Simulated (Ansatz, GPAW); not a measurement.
One calculation of Ti, 3 ways

```
Ti
1.0
     0.00000    2.03000    2.03000
     2.03000    0.00000    2.03000
     2.03000    2.03000    0.00000
Ti
1
Direct
  0.00000 0.00000 0.00000
```

This isn't the form of Ti at room conditions, which is hcp.

Alike in all runs: task band structure; functional LDA; k mesh 11 × 11 × 11; occupations methfessel-paxton, width 0.2 eV; no spin polarisation; no spin-orbit coupling. LDA stands for any of its common fits. Pressure is positive in compression and, in plane waves, holds the error of the finite cutoff, which Ansatz's Pulay term estimates and takes out.

```json
{"program and potentials": "Ansatz, Ansatz PAW", "plane-wave cutoff (eV)": "420", "notes": "potentials made for PBE, which Ansatz adapts in part; Pulay term of +0.04 GPa included", "pressure (GPa)": "-5.20"}
{"program and potentials": "GPAW, the program's PAW data sets (release 1.2.1) made for this functional", "plane-wave cutoff (eV)": "600", "notes": "-", "pressure (GPa)": "-5.64"}
{"program and potentials": "Ansatz, all-electron LAPW, scalar-relativistic", "plane-wave cutoff (eV)": "-", "notes": "-", "pressure (GPa)": "-5.19"}
```

The pressure spans -5.64 (GPAW, the program's PAW data sets (release 1.2.1) made for this functional) to -5.19 GPa (Ansatz, all-electron LAPW, scalar-relativistic), with all-electron results at -5.19.

The functional is the same throughout but for its coding, so the spread measures potentials, basis and numerics; runs on potential files found faulty are left out.

All three runs give a negative pressure, so the fcc cell is stretched relative to its LDA equilibrium and would contract if relaxed. This is telling because the cell already holds less volume per atom than hcp Ti does at room conditions, and close-packed forms of a metal usually differ little in density. The pull inward therefore probably reflects the familiar overbinding of LDA. Physically, the cohesion comes from a partly filled d band in which mainly bonding states are occupied, and these favour shorter distances until the repulsion from the sp electrons and the semicore shell balances them.

The Ansatz PAW result of -5.20 GPa almost coincides with the all-electron -5.19 GPa, though with potentials made for another functional some of that agreement may be cancellation of errors. GPAW lies lower at -5.64 GPa, possibly through its different treatment of the core region, but the sign and rough size of the tension are unaffected. A pressure at one volume fixes neither the equilibrium lattice constant nor the bulk modulus.
